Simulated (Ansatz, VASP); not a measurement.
## HgSe2: VASP beside Ansatz

```xyz
3
Lattice="1.9700 1.1374 5.9499 -1.9700 1.1374 5.9499 0.0000 -2.2748 5.9499" Properties=species:S:1:pos:R:3 pbc="T T T"
Hg    0.0000    0.0000    0.0000
Se    0.0000    0.0000   13.3872
Se    0.0000    0.0000    4.4624
```

Alike in both runs: task relaxation of cell and atoms; functional PBE; k mesh 6 × 6 × 6; occupations gaussian, width 0.1 eV; no spin polarisation.

|  | VASP | Ansatz |
| --- | --- | --- |
| version | VASP 6.6.1 | Ansatz 0.2.0 |
| potentials or method | VASP PAW PBE potentials, release 64 (Hg, Se) | scalar-relativistic, plane waves, PAW |
| plane-wave cutoff (eV) | 600 | 420 |
| valence electrons in the cell | 24 | 52 |

VASP gave:

* gap on the k mesh at the Fermi level, each at its own relaxed structure (eV): none
* relaxed volume (Å³/atom): 24.41
* relaxed cell length with the largest relative difference (Å): 5.876
* energy change over the relaxation (meV/atom): -103

Question: What did Ansatz give for the same quantities?

Answer: gap on the k mesh at the Fermi level, each at its own relaxed structure (eV): none; relaxed volume (Å³/atom): 24.15; relaxed cell length with the largest relative difference (Å): 5.876; energy change over the relaxation (meV/atom): -98.

A gap of «none» marks a metal or a gap that the smearing closes. The two sets of potentials don't hold the same shells in valence.

Spin-orbit coupling is left out, which matters for the levels of Hg.
